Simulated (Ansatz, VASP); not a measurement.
**ZnSe in VASP and in Ansatz**

```
Zn Se
1.0
     0.00000    2.68453    2.68453
     2.68453    0.00000    2.68453
     2.68453    2.68453    0.00000
Zn Se
1 1
Direct
  0.00000 0.00000 0.00000
  0.75000 0.75000 0.75000
```

Alike in both runs: functional LDA; k mesh 8 × 8 × 8; no spin polarisation.

Ansatz relaxed the structure, and its values are those at the end. VASP's run is a single point on that final structure, the one shown.

|  | VASP | Ansatz |
| --- | --- | --- |
| version | VASP 6.6.1 | Ansatz 0.2.0 |
| potentials or method | VASP PAW LDA potentials, release 64 (Zn, Se) | PAW with Ansatz's default frozen-core files, scalar-relativistic |
| plane-wave cutoff (eV) | 520 | 420 |
| occupations | gaussian, width 0.01 eV | fixed |
| valence electrons in the cell | 18 | 28 |

|  | VASP | Ansatz | Ansatz less VASP |
| --- | --- | --- | --- |
| gap on the k mesh at the Fermi level (eV) | 1.77 | 1.72 | -0.049 |
| pressure (GPa) | 10.6 | 10.0 | -0.57 |

The two sets of potentials don't hold the same shells in valence.
